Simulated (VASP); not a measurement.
Runs of VASP 6.6.1 on Si. The structure is cubic, space group Fd-3m (No. 227). The conventional cell has a = 5.434 Å, b = 5.434 Å, c = 5.434 Å, α = 90.00°, β = 90.00°, γ = 90.00°. Around Si (site symmetry -43m) lie 4 Si at 2.35 Å. 

| task | cell | k mesh | cutoff (eV) | smearing | gap on the mesh (eV) | pressure (GPa) | relaxed volume (Å³/atom) |
| --- | --- | --- | --- | --- | --- | --- | --- |
| single point | Fd-3m, 20.06 Å³/atom | 12 × 12 × 12 | 520 | gaussian 0.02 eV | 0.46 | 0.1 | - |
| relaxation of cell and atoms | relaxed | 8 × 8 × 8 | 600 | gaussian 0.02 eV | 0.51 | 0.0 | 20.08 |
| single point | Fd-3m, 20.16 Å³/atom | 6 × 6 × 6 | 520 | gaussian 0.1 eV | (a) | -0.3 | - |
| single point | Fd-3m, 20.06 Å³/atom | 8 × 8 × 8 | 520 | gaussian 0.02 eV | 0.51 | 0.1 | - |
| relaxation of cell and atoms | relaxed | 12 × 12 × 12 | 600 | gaussian 0.02 eV | 0.46 | 0.0 | 20.08 |

Alike in all rows: level PBEsol; potentials or basis VASP PAW PBE potentials, release 64 (Si); no spin polarisation.

**Question.** Estimate the missing entries.

**Answer.** (a) 0.60.

Caveats: the PAW data sets were made with another functional, which shifts forces and pressure a little.

A k mesh can miss the band edges.
